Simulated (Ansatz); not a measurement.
# GdN (rocksalt structure)

**The experiment.** The Crystallography Open Database holds a cell as deposited of cubic GdN (space group Fm-3m), temperature not stated (1963): a = 4.999 Å, 15.62 Å³/atom.

Computed with Ansatz (plane waves, PAW, 420 eV cutoff): PBE+U (U_eff = 6 eV on Gd 4f), scalar-relativistic, collinear spin, Γ-centred 10×10×10 mesh, 0.05 eV Gaussian smearing. The datasets are Ansatz's generated set soft_2.

```cif
data_structure
_symmetry_space_group_name_H-M 'Fm-3m'
_symmetry_Int_Tables_number 225
_cell_length_a 5.0022
_cell_length_b 5.0022
_cell_length_c 5.0022
_cell_angle_alpha 90.000
_cell_angle_beta 90.000
_cell_angle_gamma 90.000
_cell_volume 125.17
loop_
_atom_site_label
_atom_site_type_symbol
_atom_site_symmetry_multiplicity
_atom_site_Wyckoff_symbol
_atom_site_fract_x
_atom_site_fract_y
_atom_site_fract_z
_atom_site_occupancy
Gd1 Gd 4 b 0.50000 0.00000 0.00000 1
N1 N 4 a 0.00000 0.00000 0.00000 1
```

The start was a prototype's sites filled with these elements; the Crystallography Open Database holds the compound in this structure.

Magnetic state: ferromagnetic, site spin moments Gd 6.94; N -0.14 μB.

The cell above was scaled in volume, its shape and atoms being fixed by the lattice's symmetry. Energies are counted from the cell above.

The cell is relaxed to zero pressure at this level.

```json
{"V (Å³/atom)": "14.785", "ΔE (meV/atom)": "24.27", "P from the stress (GPa)": "9.50"}
{"V (Å³/atom)": "15.020", "ΔE (meV/atom)": "12.48", "P from the stress (GPa)": "6.63"}
{"V (Å³/atom)": "15.333", "ΔE (meV/atom)": "2.99", "P from the stress (GPa)": "3.13"}
{"V (Å³/atom)": "15.646", "ΔE (meV/atom)": "0.00", "P from the stress (GPa)": "-0.02"}
{"V (Å³/atom)": "15.959", "ΔE (meV/atom)": "2.88", "P from the stress (GPa)": "-2.86"}
{"V (Å³/atom)": "16.272", "ΔE (meV/atom)": "10.99", "P from the stress (GPa)": "-5.41"}
{"V (Å³/atom)": "16.741", "ΔE (meV/atom)": "31.90", "P from the stress (GPa)": "-8.77"}
{"V (Å³/atom)": "17.211", "ΔE (meV/atom)": "61.92", "P from the stress (GPa)": "-11.63"}
```

**Question.** Do the energies and the pressures agree? Compare −ΔE/ΔV between neighbouring points (1 meV/Å³ = 0.1602 GPa) with the mean of their pressures.

**Answer.** 
```
interval (Å³/atom)  −ΔE/ΔV (GPa)  mean P (GPa)
    14.79 to 15.02           8.0           8.1
    15.02 to 15.33           4.9           4.9
    15.33 to 15.65           1.5           1.6
    15.65 to 15.96          -1.5          -1.4
    15.96 to 16.27          -4.1          -4.1
    16.27 to 16.74          -7.1          -7.1
    16.74 to 17.21         -10.2         -10.2
```
They differ by 0.05 GPa at most.

**Question.** What do the two routes give for V0, B0 and B0′?

**Answer.** A third-order Birch–Murnaghan fit of the energies: V0 = 15.64 Å³/atom, B0 = 150 GPa, B0′ = 4.3. A polynomial of P in ln V, with B = −dP/d ln V at P = 0: V0 = 15.64 Å³/atom, B0 = 150 GPa, B0′ = 4.2.

B0·V0 = 149.5 GPa × 15.64 Å³ = 14.60 eV/atom sets the scale: near the minimum ΔE ≈ ½ B0 V0 x², with x = V/V0 − 1, and a pressure of 1.5 GPa squeezes the volume by about 1 %. At the ends of the curve: x = −5.5 % predicts 22.0 meV/atom and the run gives 24.3; x = +10.0 % predicts 73.2 meV/atom and the run gives 61.9. The curve is steeper than the parabola on the compressed side and flatter on the expanded side: the bulk modulus rises with pressure.

**Against experiment.** PBE+U gives 5.002 Å and 15.65 Å³/atom, +0.2 % in volume (+0.1 % in length) from the database's cell. Agreement this close is partly luck: the calculation is for a static lattice, the crystal has zero-point motion and thermal expansion.

Scalar-relativistic only: spin–orbit splittings of the heavy atoms' levels are missing. The run wasn't fully tested for a lower electronic state. Site moments are of spin, integrated over atomic spheres. A U of this size is made for insulators; in a metal, as here, it tends to take f weight out of the bonding and to swell the cell.

The equation of state describes a stiff nitride, with a bulk modulus of 150 GPa. In the ionic limit it is Gd³⁺N³⁻, held together by strong electrostatic attraction between trivalent ions and by covalent mixing of N 2p with Gd 5d. Compression meets steeply rising closed-shell repulsion while expansion works against a more slowly fading attraction, hence the asymmetry of the curve.

The Gd moment of 6.94 μB is that of a half-filled 4f shell, which is compact and takes little direct part in bonding. The small opposite moment on N suggests that the 2p states are spin-polarised through hybridisation with Gd states, rather than that nitrogen carries a local moment of its own.

The metallic state is less secure than the lattice: GdN films are commonly found to be semiconducting, and PBE probably places the Gd 5d states too low relative to N 2p, an error that a U on 4f hardly corrects. With only ferromagnetic order computed, the results give neither the exchange couplings nor the preferred magnetic order.
